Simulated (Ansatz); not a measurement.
Sb:

```
Sb
1.0
    -1.57654    1.57654    2.71194
     1.57654   -1.57654    2.71194
     1.57654    1.57654   -2.71194
Sb
1
Direct
  0.00000 0.00000 0.00000
```

This isn't the form of Sb at room conditions, which is rhombohedral.

Base run:

```yaml
Program: Ansatz 0.2.0
Functional: PBEsol
Potentials_or_basis: all-electron LAPW, non-relativistic
Cutoff: 185 eV (chosen from the basis error)
Basis_error_allowed: 0.001 eV/atom
k_mesh: 12 × 12 × 12
Occupations: fermi-dirac, width 0.05 eV
Spin: no spin polarisation
```

Its results: pressure -0.8 GPa.

Problem. The run is repeated on the same cell with these changes: potentials or basis from all-electron LAPW, non-relativistic to all-electron LAPW, scalar-relativistic. What comes out?

Solution. Pressure -1.3 GPa.

Caveats: relativity is left out, which matters for the heavier elements (some runs).
